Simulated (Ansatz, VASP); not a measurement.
## One calculation of Sb2Se, two programs

Contents of INCAR:

```
SYSTEM = Sb2Se
ALGO = Normal
EDIFF = 1E-6
EDIFFG = -0.04
ENCUT = 600
GGA = PE
IBRION = 2
ISIF = 3
ISMEAR = 0
LASPH = .True.
LCHARG = .False.
LREAL = .False.
LWAVE = .False.
NELM = 100
NSW = 90
PREC = Accurate
SIGMA = 0.1
```

KPOINTS

```
k-points
0
Gamma
  4 4 4
  0 0 0
```

Contents of POSCAR:

```
Sb2Se
1.0
    0.0000000000      3.4201201900      3.4201201900
    3.4201201900      0.0000000000      3.4201201900
    3.4201201900      3.4201201900      0.0000000000
Sb Se
2 1
Direct
    0.2500000000      0.2500000000      0.2500000000
    0.7500000000      0.7500000000      0.7500000000
    0.0000000000      0.0000000000      0.0000000000
```

Input for Ansatz:

```yaml
crystal:
  lattice:
    - [0.0, 3.42012019, 3.42012019]
    - [3.42012019, 0.0, 3.42012019]
    - [3.42012019, 3.42012019, 0.0]
  atoms:
    - { symbol: Sb, position: [0.25, 0.25, 0.25] }
    - { symbol: Sb, position: [0.75, 0.75, 0.75] }
    - { symbol: Se, position: [0.0, 0.0, 0.0] }
basis:
  ecutwfc: 420
kpoints:
  mp_grid: { grid: [4, 4, 4] }
hamiltonian:
  xc: pbe
scf:
  occupations: { method: gaussian, width: 0.1 }
  lower_state_search: "off"
output:
  forces: true
  stress: true
  eigenvalues: true
relax:
  adjacent_minimum: "off"
  f_tol: 0.04
  max_steps: 70
  cell: { stress_tol: 0.4 }
```

Change from the starting cell: species swapped into the Sn2Ir type (Fm-3m, No. 225).

Alike in both runs: task relaxation of cell and atoms; functional PBE; k mesh 4 × 4 × 4; occupations gaussian, width 0.1 eV; no spin polarisation.

|  | VASP | Ansatz |
| --- | --- | --- |
| version | VASP 6.6.1 | Ansatz 0.2.0 |
| potentials or method | VASP PAW PBE potentials, release 64 (Sb, Se) | scalar-relativistic, plane waves, PAW |
| plane-wave cutoff (eV) | 600 | 420 |
| valence electrons in the cell | 16 | 46 |

```tsv
	VASP	Ansatz	Ansatz less VASP
gap on the k mesh at the Fermi level, each at its own relaxed structure (eV)	none	none	-
relaxed volume (Å³/atom)	28.61	28.82	+0.213
relaxed cell length with the largest relative difference (Å)	4.951	4.963	+0.0122
energy change over the relaxation (meV/atom)	-23	-24	-1.5
```

A gap of «none» marks a metal or a gap that the smearing closes. The two sets of potentials don't hold the same shells in valence.

Caveats: the k mesh is coarse (spacing up to 0.40 Å⁻¹), so the values aren't converged. Spin-orbit coupling is left out, which matters for the levels of Sb.
